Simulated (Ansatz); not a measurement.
Ge:

```
CELL_PARAMETERS angstrom
-2.57449 2.57449 1.39741
2.57449 -2.57449 1.39741
2.57449 2.57449 -1.39741
ATOMIC_POSITIONS crystal
Ge 0.50000 0.50000 0.00000
Ge 0.25000 0.75000 0.50000
```

This isn't the form of Ge at room conditions, which is diamond.

Base run:

```yaml
Program: Ansatz 0.2.0
Functional: PBE
Potentials_or_basis: all-electron LAPW, scalar-relativistic
Cutoff: 254 eV (chosen from the basis error)
Basis_error_allowed: 0.001 eV/atom
k_mesh: 11 × 11 × 11
Occupations: gaussian, width 0.015 eV
Spin: no spin polarisation
```

Its results: band gap on the k mesh none (metal or under the smearing width); pressure 3.3 GPa.

The run is repeated on the same cell with these changes: functional from PBE to PBEsol; occupations from gaussian, width 0.015 eV to gaussian, width 0.02 eV. What comes out?

Band gap on the k mesh none (metal or under the smearing width); pressure -0.5 GPa.
